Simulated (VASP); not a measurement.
# A VASP 6.6.1 single-point calculation on CdSe

INCAR

```
NBANDS = 16
EDIFF = 1E-7
LASPH = .TRUE.
NSW = 0
NELM = 64
LWAVE = .FALSE.
METAGGA = M06L
ENCUT = 520
ISMEAR = -1
ISIF = 2
IBRION = -1
LREAL = .FALSE.
PREC = Accurate
SIGMA = 0.02
LCHARG = .FALSE.
```

KPOINTS

```
KPOINTS created by Atomic Simulation Environment
0
Gamma
8 8 8
0 0 0
```

POSCAR

```
Cd Se
 1.0000000000000000
    -0.0398307578000000    3.0586280172000002    3.0586280172000002
     3.0586280172000002   -0.0398307578000000    3.0586280172000002
     3.0586280172000002    3.0586280172000002   -0.0398307578000000
 Cd  Se
   1   1
Cartesian
 -0.0083098960271431 -0.0083098960271431 -0.0083098960271431
  1.5276662151771427  1.5276662151771427  1.5276662151771430
```

The recommended PBE PAW datasets give the neutral cell 18 valence electrons.

Command

```
mpirun -np 1 vasp_std
```

OSZICAR

```
N       E                     dE             d eps       ncg     rms          rms(c)
DAV:   1    -0.770419751315E+09   -0.77042E+09   -0.65658E+09  4160   0.395E+07
DAV:   2    -0.106277794789E+10   -0.29236E+09   -0.28438E+09  3432   0.242E+08
DAV:   3    -0.107577759562E+10   -0.13000E+08   -0.12560E+08  3656   0.514E+07
DAV:   4    -0.107647355166E+10   -0.69596E+06   -0.68186E+06  3496   0.119E+07
DAV:   5    -0.107651264110E+10   -0.39089E+05   -0.38983E+05  3712   0.340E+06    0.146E+02
DAV:   6     0.564197739557E+03    0.10765E+10   -0.71404E+04  4160   0.862E+02    0.215E+03
DAV:   7    -0.388091450901E+04   -0.44451E+04   -0.39850E+04  4160   0.642E+02    0.171E+02
DAV:   8    -0.472834679672E+03    0.34081E+04   -0.35854E+04  2600   0.107E+03    0.324E+02
DAV:   9    -0.334884165887E+07   -0.33484E+07   -0.30985E+07  3288   0.243E+04    0.130E+02
DAV:  10     0.132287924717E+03    0.33490E+07   -0.53441E+04  3112   0.157E+03    0.184E+03
...
DAV:  56     0.140831462251E+02    0.39905E+05   -0.24145E+05  2080   0.116E+05    0.225E+03
DAV:  57    -0.678403696306E+05   -0.67854E+05   -0.10869E+07  2080   0.428E+06    0.435E+03
DAV:  58    -0.198310361365E+05    0.48009E+05   -0.22720E+05  3040   0.257E+04    0.417E+03
DAV:  59    -0.101496193550E+06   -0.81665E+05   -0.37547E+05  3128   0.138E+05    0.497E+03
DAV:  60    -0.483717315908E+05    0.53124E+05   -0.80261E+05  2080   0.206E+05    0.471E+03
DAV:  61    -0.267408292365E+08   -0.26692E+08   -0.23489E+08  3344   0.375E+06    0.358E+03
DAV:  62    -0.961932029655E+07    0.17122E+08   -0.97467E+07  2160   0.428E+05    0.347E+03
DAV:  63    -0.551899377627E+10   -0.55094E+10   -0.55118E+10  3152   0.183E+07    0.796E+03
DAV:  64    -0.752077547873E+10   -0.20018E+10   -0.75202E+10  3320   0.448E+05
   1 F= -.75207755E+10 E0= -.75207755E+10  d E =-.324913E-03
```

Standard output (part)

```
...
 WARNING: Sub-Space-Matrix is not hermitian in DAV           21
  3.096259160801826E-002
 WARNING: Sub-Space-Matrix is not hermitian in DAV           24
  3.831328638200496E-002
 WARNING: Sub-Space-Matrix is not hermitian in DAV           25
  6.716839158193144E-002
 WARNING: Sub-Space-Matrix is not hermitian in DAV           29
  3.089514737871267E-002
 WARNING: Sub-Space-Matrix is not hermitian in DAV           32
  3.796894832373583E-002
 WARNING: Sub-Space-Matrix is not hermitian in DAV           33
  5.791845901935512E-002
 WARNING: Sub-Space-Matrix is not hermitian in DAV           37
  3.044314271175318E-002
 WARNING: Sub-Space-Matrix is not hermitian in DAV           40
  3.696512141107082E-002
 WARNING: Sub-Space-Matrix is not hermitian in DAV           12
  2.855965979630547E-004
 WARNING: Sub-Space-Matrix is not hermitian in DAV           14
  4.168384806816665E-004
 WARNING: Sub-Space-Matrix is not hermitian in DAV           16
  1.481920432462471E-003
 the old and the new charge density differ
 old charge density:    18.01565 new   17.99312
    0.358E+03
 WARNING: Sub-Space-Matrix is not hermitian in DAV            8
 -7.193295004984765E-002
 WARNING: Sub-Space-Matrix is not hermitian in DAV            1
 -7.009819058985828E-002
 the old and the new charge density differ
 old charge density:    17.99312 new   18.03096
    0.347E+03
 WARNING: Sub-Space-Matrix is not hermitian in DAV           15
  7.351450702096134E-004
 WARNING: Sub-Space-Matrix is not hermitian in DAV            9
  1.516157793325360E-003
 WARNING: Sub-Space-Matrix is not hermitian in DAV           14
  9.053271618292251E-004
 WARNING: Sub-Space-Matrix is not hermitian in DAV           16
  1.481166369987091E-003
 WARNING: Sub-Space-Matrix is not hermitian in DAV           17
  2.963898135124416E-003
 WARNING: Sub-Space-Matrix is not hermitian in DAV           25
  2.617056353537389E-003
 WARNING: Sub-Space-Matrix is not hermitian in DAV           33
  2.527453090
```

VASP stopped with an error.

The run took about 11 min on one core of a shared host (Intel Xeon Platinum 8488C) and held 0.23 GiB at most.
